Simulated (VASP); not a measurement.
# GaSb (F-43m) in VASP: notebook, part 2 of 2

VASP 6.6.1.

**3. Single point, PBE**

Contents of INCAR:

```
PREC = Accurate
ENCUT = 520
EDIFF = 1E-7
ISMEAR = 0
SIGMA = 0.02
LREAL = F
LASPH = T
NELM = 80
ALGO = Normal
ISIF = 2
LWAVE = F
LCHARG = F
GGA = PE
```

Contents of KPOINTS:

```
Automatic mesh
0
Gamma
  4 4 4
```

Contents of POSCAR:

```
GaSb
1.0
    0.0000000000      3.0590000000      3.0590000000
    3.0590000000      0.0000000000      3.0590000000
    3.0590000000      3.0590000000      0.0000000000
Ga Sb
1 1
Direct
    0.0000000000      0.0000000000      0.0000000000
    0.2500000000      0.2500000000      0.2500000000
```

Potentials or basis: VASP PAW PBE potentials, release 64 (Ga_d, Sb).

The run is started by

```
$ cat potpaw_PBE.64/Ga_d/POTCAR potpaw_PBE.64/Sb/POTCAR > POTCAR
$ mpirun -np 1 vasp_std > vasp.out
```

OUTCAR:

```text
PREC = Accurate
   ENCUT = 520
   EDIFF = 1E-7
   ISMEAR = 0
   LREAL = F
   LASPH = T
   NELM = 80
   ISIF = 2
   GGA = PE

 ion  position               nearest neighbor table
   1  0.000  0.000  0.000-   2 2.65   2 2.65   2 2.65   2 2.65
   2  0.250  0.250  0.250-   1 2.65   1 2.65   1 2.65   1 2.65

  LATTYP: Found a face centered cubic cell.
 ALAT       =     6.1180000000

  Lattice vectors:

 A1 = (   0.0000000000,   3.0590000000,   3.0590000000)
 A2 = (   3.0590000000,   0.0000000000,   3.0590000000)
 A3 = (   3.0590000000,   3.0590000000,   0.0000000000)

Analysis of symmetry for initial positions (statically):
=====================================================================
 Subroutine PRICEL returns:
 Original cell was already a primitive cell.

 Routine SETGRP: Setting up the symmetry group for a
 face centered cubic supercell.

 Subroutine GETGRP returns: Found 24 space group operations
 (whereof 24 operations were pure point group operations)
 out of a pool of 48 trial point group operations.

The static configuration has the point symmetry T_d .

Analysis of symmetry for dynamics (positions and initial velocities):
=====================================================================
 Subroutine PRICEL returns:
 Original cell was already a primitive cell.

 Routine SETGRP: Setting up the symmetry group for a
 face centered cubic supercell.

 Subroutine GETGRP returns: Found 24 space group operations
 (whereof 24 operations were pure point group operations)
 out of a pool of 48 trial point group operations.

The dynamic configuration has the point symmetry T_d .

 Subroutine INISYM returns: Found 24 space group operations
 (whereof 24 operations are pure point group operations),
 and found     1 'primitive' translations

----------------------------------------------------------------------------------------

                                     Primitive cell

  volume of cell :      57.2491

  direct lattice vectors                    reciprocal lattice vectors
     0.000000000  3.059000000  3.059000000    -0.163452109  0.163452109  0.163452109
     3.059000000  0.000000000  3.059000000     0.163452109 -0.163452109  0.163452109
     3.059000000  3.059000000  0.000000000     0.163452109  0.163452109 -0.163452109

  length of vectors
     4.326079287  4.326079287  4.326079287     0.283107357  0.283107357  0.283107357

  position of ions in fractional coordinates (direct lattice)
     0.000000000  0.000000000  0.000000000
     0.250000000  0.250000000  0.250000000

  ion indices of the primitive-cell ions
   primitive index   ion index
                 1           1
                 2           2

----------------------------------------------------------------------------------------

 KPOINTS: Automatic mesh

Automatic generation of k-mesh.
 Grid dimensions read from file:
 generate k-points for:    4    4    4

 Generating k-lattice:

  Cartesian coordinates                     Fractional coordinates (reciprocal lattice)
    -0.040863027  0.040863027  0.040863027     0.250000000  0.000000000  0.000000000
[... 21 lines left out ...]
 -0.250000  0.250000  0.000000     12.000000
  0.500000  0.500000  0.000000      3.000000
 -0.250000  0.500000  0.250000      6.000000
   k-points           NKPTS =      8   k-points in BZ     NKDIM =      8   number of bands    NBANDS=     13
   number of dos      NEDOS =    301   number of ions     NIONS =      2
   total plane-waves  NPLWV =  32768
   dimension x,y,z NGX =    32 NGY =   32 NGZ =   32
   dimension x,y,z NGXF=    64 NGYF=   64 NGZF=   64
   ions per type =               1   1
   NGX,Y,Z   is equivalent  to a cutoff of  12.30, 12.30, 12.30 a.u.
   NGXF,Y,Z  is equivalent  to a cutoff of  24.59, 24.59, 24.59 a.u.
 SYSTEM =  unknown system
   PREC   = accura    normal or accurate (medium, high low for compatibility)
   ISTART =      0    job   : 0-new  1-cont  2-samecut
   ICHARG =      2    charge: 1-file 2-atom 10-const
   ISPIN  =      1    spin polarized calculation?
   LNONCOLLINEAR =      F non collinear calculations
   LSORBIT =      F    spin-orbit coupling
   LASPH  =      T    aspherical Exc in radial PAW
   ENCUT  =  520.0 eV  38.22 Ry    6.18 a.u.   8.04  8.04  8.04*2*pi/ulx,y,z
   NELM   =     80;   NELMIN=  2; NELMDL= -5     # of ELM steps
   EDIFF  = 0.1E-06   stopping-criterion for ELM
   LREAL  =      F    real-space projection
   EDIFFG = 0.1E-05   stopping-criterion for IOM
   NSW    =      0    number of steps for IOM
   IBRION =     -1    ionic relax: 0-MD 1-quasi-New 2-CG
   NFREE  =      0    steps in history (QN), initial steepest desc. (CG)
   ISIF   =      2    stress and relaxation
   ISYM   =      2    0-nonsym 1-usesym 2-fastsym
   POTIM  = 0.5000    time-step for ionic-motion
   TEBEG  =    0.0;   TEEND  =   0.0 temperature during run
   PSTRESS=    0.0 pullay stress
   NELECT =      18.0000    total number of electrons
   NUPDOWN=      -1.0000    fix difference up-down
   EMIN   =  10.00;   EMAX   =-10.00  energy-range for DOS
   EFERMI =   0.00;   METHOD = LEGACY
   ISMEAR =     0;   SIGMA  =   0.02  broadening in eV -4-tet -1-fermi 0-gaus
   EFERMI_NEDOS =   21; number of points for ismear=-14 and -15
   IALGO  =     38    algorithm
   IMIX   =      4    mixing-type and parameters
     AMIX     =   0.40;   BMIX     =  1.00
     AMIX_MAG =   1.60;   BMIX_MAG =  1.00
  volume/ion in A,a.u.               =      28.62       193.17
  Fermi-wavevector in a.u.,A,eV,Ry     =   1.113208  2.103657 16.860766  1.239231
  Thomas-Fermi vector in A             =   2.249790
   LORBIT       =      0    0 simple, 1 ext, 2 COOP (PROOUT), +10 PAW based schemes
   GGA     = PE    functional components
   LHFCALC =     F    Hartree Fock is set to
   AEXX    =    0.0000 exact exchange contribution
   IVDW    =     0    specifies the selected vdW correction
   LEPSILON=     F    determine dielectric tensor
   LRPA    =     F    only Hartree local field effects (RPA)
 non-spin polarized calculation
 Gauss-broadening in eV      SIGMA  =   0.02
  energy-cutoff  :      520.00
  volume of cell :       57.25
 maximum number of plane-waves:      1572
   NGX = 17   NGY = 17   NGZ = 17

 number of electron      17.9999986 magnetization

 Free energy of the ion-electron system (eV)
  ---------------------------------------------------
  ext. energy  EPLUGINS =         0.00000000
  ---------------------------------------------------
  free energy    TOTEN  =        -7.15518098 eV

  energy without entropy =       -7.15484647  energy(sigma->0) =       -7.15501372

 E-fermi :   4.9303     XC(G=0):  -9.0593

 val. band max:        4.9104197945   @ k =   0.0000   0.0000   0.0000
 cond. band min:       4.9402765765   @ k =   0.0000   0.0000   0.0000
 fundamental gap:      0.0298567820
 Fermi energy:         4.9302891381

 k-point     1 :       0.0000    0.0000    0.0000
  band No.  band energies     occupation
      1     -10.1631      2.00000
      2     -10.1631      2.00000
      3     -10.1631      2.00000
      4     -10.1144      2.00000
      5     -10.1144      2.00000
      6      -6.5670      2.00000
      7       4.9104      1.84000
      8       4.9104      1.83997
      9       4.9104      1.83997
     10       4.9403      0.48005
     11       7.6627      0.00000
     12       7.6627      0.00000
     13       7.6627      0.00000
[... 98 lines left out ...]
  band No.  band energies     occupation
      1     -10.2006      2.00000
      2     -10.1466      2.00000
      3     -10.1404      2.00000
      4     -10.1203      2.00000
      5     -10.1140      2.00000
      6      -4.0558      2.00000
      7      -1.7908      2.00000
      8       1.5529      2.00000
      9       1.7704      2.00000
     10       8.5822      0.00000
     11       9.2307      0.00000
     12       9.3009      0.00000
     13       9.6456      0.00000

------------------------ aborting loop because EDIFF is reached ----------------------------------------

  FORCE on cell =-STRESS in cart. coord.  units (eV):
  Direction    XX          YY          ZZ          XY          YZ          ZX
  --------------------------------------------------------------------------------------
  -------------------------------------------------------------------------------------
  Total        0.9759653      0.9759653      0.9759653     -0.0000000      0.0000000      0.0000000
  in kB       27.3134486     27.3134486     27.3134486     -0.0000000      0.0000000      0.0000000
  external PRESSURE =      27.3134486 kB  Pullay stress =       0.0000000 kB

 VOLUME and BASIS-vectors are now :
 -----------------------------------------------------------------------------
  energy-cutoff  :      520.00
  volume of cell :       57.25
      direct lattice vectors                 reciprocal lattice vectors
     0.000000000  3.059000000  3.059000000    -0.163452109  0.163452109  0.163452109
     3.059000000  0.000000000  3.059000000     0.163452109 -0.163452109  0.163452109
     3.059000000  3.059000000  0.000000000     0.163452109  0.163452109 -0.163452109

 POSITION                                       TOTAL-FORCE (eV/Angst)
 -----------------------------------------------------------------------------------
      0.00000      0.00000      0.00000        -0.000000     -0.000000     -0.000000
      1.52950      1.52950      1.52950         0.000000      0.000000      0.000000
 -----------------------------------------------------------------------------------
    total drift:                                0.000002      0.000002      0.000002

  FREE ENERGIE OF THE ION-ELECTRON SYSTEM (eV)
  ---------------------------------------------------
  free  energy   TOTEN  =        -7.1551809832 eV

  energy  without entropy=       -7.1548464655  energy(sigma->0) =       -7.15501372
```

Run time: 9.5 s. Hardware: 1 thread of Intel Xeon Platinum 8488C (Sapphire Rapids), shared host; peak memory 0.17 GiB.

What came out:

| Quantity | Value |
| --- | --- |
| Free energy | -7.1552 eV |
| Pressure | 2.7 GPa |
| Band gap on the k mesh | 0.03 eV, direct |

Levels at points of the mesh, in eV from the valence-band top:
| k point | band 7 | band 8 | band 9 | band 10 | band 11 | band 12 |
| --- | --- | --- | --- | --- | --- | --- |
| (0.00, 0.00, 0.00) | 0.00 | 0.00 | 0.00 | 0.03 | 2.75 | 2.75 |
| (0.50, 0.00, 0.00) | -6.38 | -1.16 | -1.16 | 0.39 | 3.73 | 3.73 |
| (0.50, 0.50, 0.00) | -6.83 | -2.58 | -2.58 | 0.90 | 1.24 | 8.67 |

Caveat: the k mesh is coarse (spacing up to 0.44 Å⁻¹), so the values aren't converged; spin-orbit coupling is left out, which moves the levels of the heavy elements. Expect the measured gap to be larger: semilocal functionals such as PBE lack the derivative discontinuity.

**4. Single point, PBE**

INCAR is that of step 3.

Contents of KPOINTS:

```
Automatic mesh
0
Gamma
  6 6 6
```

POSCAR is that of step 3.

Potentials or basis: VASP PAW PBE potentials, release 64 (Ga_d, Sb).

The run is started by

```
$ cat potpaw_PBE.64/Ga_d/POTCAR potpaw_PBE.64/Sb/POTCAR > POTCAR
$ mpirun -np 1 vasp_std > vasp.out
```

OUTCAR:

```text
PREC = Accurate
   ENCUT = 520
   EDIFF = 1E-7
   ISMEAR = 0
   LREAL = F
   LASPH = T
   NELM = 80
   ISIF = 2
   GGA = PE

 ion  position               nearest neighbor table
   1  0.000  0.000  0.000-   2 2.65   2 2.65   2 2.65   2 2.65
   2  0.250  0.250  0.250-   1 2.65   1 2.65   1 2.65   1 2.65

  LATTYP: Found a face centered cubic cell.
 ALAT       =     6.1180000000

  Lattice vectors:

 A1 = (   0.0000000000,   3.0590000000,   3.0590000000)
 A2 = (   3.0590000000,   0.0000000000,   3.0590000000)
 A3 = (   3.0590000000,   3.0590000000,   0.0000000000)

Analysis of symmetry for initial positions (statically):
=====================================================================
 Subroutine PRICEL returns:
 Original cell was already a primitive cell.

 Routine SETGRP: Setting up the symmetry group for a
 face centered cubic supercell.

 Subroutine GETGRP returns: Found 24 space group operations
 (whereof 24 operations were pure point group operations)
 out of a pool of 48 trial point group operations.

The static configuration has the point symmetry T_d .

Analysis of symmetry for dynamics (positions and initial velocities):
=====================================================================
 Subroutine PRICEL returns:
 Original cell was already a primitive cell.

 Routine SETGRP: Setting up the symmetry group for a
 face centered cubic supercell.

 Subroutine GETGRP returns: Found 24 space group operations
 (whereof 24 operations were pure point group operations)
 out of a pool of 48 trial point group operations.

The dynamic configuration has the point symmetry T_d .

 Subroutine INISYM returns: Found 24 space group operations
 (whereof 24 operations are pure point group operations),
 and found     1 'primitive' translations

----------------------------------------------------------------------------------------

                                     Primitive cell

  volume of cell :      57.2491
[... 108 lines left out ...]
   IVDW    =     0    specifies the selected vdW correction
   LEPSILON=     F    determine dielectric tensor
   LRPA    =     F    only Hartree local field effects (RPA)
 non-spin polarized calculation
 Gauss-broadening in eV      SIGMA  =   0.02
  energy-cutoff  :      520.00
  volume of cell :       57.25
 maximum number of plane-waves:      1572
   NGX = 17   NGY = 17   NGZ = 17

 number of electron      17.9999986 magnetization

 Free energy of the ion-electron system (eV)
  ---------------------------------------------------
  ext. energy  EPLUGINS =         0.00000000
  ---------------------------------------------------
  free energy    TOTEN  =        -7.32105892 eV

  energy without entropy =       -7.32097559  energy(sigma->0) =       -7.32101726

 E-fermi :   4.8997     XC(G=0):  -9.0836

 val. band max:        4.8779304122   @ k =   0.0000   0.0000   0.0000
 cond. band min:       4.9122392594   @ k =   0.0000   0.0000   0.0000
 fundamental gap:      0.0343088472
 Fermi energy:         4.8996540961

 k-point     1 :       0.0000    0.0000    0.0000
  band No.  band energies     occupation
      1     -10.1673      2.00000
      2     -10.1673      2.00000
      3     -10.1673      2.00000
      4     -10.1178      2.00000
      5     -10.1178      2.00000
      6      -6.5987      2.00000
      7       4.8779      1.87551
      8       4.8779      1.87549
      9       4.8779      1.87549
     10       4.9122      0.37352
     11       7.6489      0.00000
     12       7.6489      0.00000
     13       7.6489      0.00000
[... 226 lines left out ...]
  band No.  band energies     occupation
      1     -10.2072      2.00000
      2     -10.1485      2.00000
      3     -10.1441      2.00000
      4     -10.1257      2.00000
      5     -10.1161      2.00000
      6      -4.1083      2.00000
      7      -1.8432      2.00000
      8       1.6931      2.00000
      9       1.8664      2.00000
     10       7.4366      0.00000
     11       7.7092      0.00000
     12      10.9345      0.00000
     13      10.9979      0.00000

------------------------ aborting loop because EDIFF is reached ----------------------------------------

  FORCE on cell =-STRESS in cart. coord.  units (eV):
  Direction    XX          YY          ZZ          XY          YZ          ZX
  --------------------------------------------------------------------------------------
  -------------------------------------------------------------------------------------
  Total        0.8531430      0.8531430      0.8531430      0.0000000     -0.0000000     -0.0000000
  in kB       23.8761327     23.8761327     23.8761327      0.0000000     -0.0000000     -0.0000000
  external PRESSURE =      23.8761327 kB  Pullay stress =       0.0000000 kB

 VOLUME and BASIS-vectors are now :
 -----------------------------------------------------------------------------
  energy-cutoff  :      520.00
  volume of cell :       57.25
      direct lattice vectors                 reciprocal lattice vectors
     0.000000000  3.059000000  3.059000000    -0.163452109  0.163452109  0.163452109
     3.059000000  0.000000000  3.059000000     0.163452109 -0.163452109  0.163452109
     3.059000000  3.059000000  0.000000000     0.163452109  0.163452109 -0.163452109

 POSITION                                       TOTAL-FORCE (eV/Angst)
 -----------------------------------------------------------------------------------
      0.00000      0.00000      0.00000         0.000000      0.000000      0.000000
      1.52950      1.52950      1.52950        -0.000000     -0.000000     -0.000000
 -----------------------------------------------------------------------------------
    total drift:                                0.000002      0.000002      0.000002

  FREE ENERGIE OF THE ION-ELECTRON SYSTEM (eV)
  ---------------------------------------------------
  free  energy   TOTEN  =        -7.3210589169 eV

  energy  without entropy=       -7.3209755944  energy(sigma->0) =       -7.32101726
```

It took 13 s on 1 thread of Intel Xeon Platinum 8488C (Sapphire Rapids), shared host; peak memory 0.18 GiB.

What came out:

* Free energy: -7.3211 eV
* Pressure: 2.4 GPa
* Band gap on the k mesh: 0.03 eV, direct

Levels at points of the mesh, in eV from the valence-band top:
| k point | band 6 | band 7 | band 8 | band 9 | band 10 | band 11 | band 12 | band 13 |
| --- | --- | --- | --- | --- | --- | --- | --- | --- |
| (0.00, 0.00, 0.00) | -11.48 | 0.00 | 0.00 | 0.00 | 0.03 | 2.77 | 2.77 | 2.77 |
| (0.50, 0.00, 0.00) | -9.85 | -6.37 | -1.16 | -1.16 | 0.40 | 3.74 | 3.74 | 6.47 |
| (0.50, 0.50, 0.00) | -9.02 | -6.82 | -2.58 | -2.58 | 0.90 | 1.25 | 8.68 | 8.68 |

Caveat: spin-orbit coupling is left out, which moves the levels of the heavy elements.

**5. Comparison with measurements**

Step 4. Against the measured gap of GaSb, 0.811 eV (direct; 4.2 K; a printed reference work, data compilation), the calculated 0.03 eV is off by -0.78 eV. Spin-orbit coupling on Ga, Sb is left out. The value is that of PBE on a finite k mesh, which can miss the band edges, without temperature or zero-point motion. Semilocal functionals fall short of measured gaps as a rule.
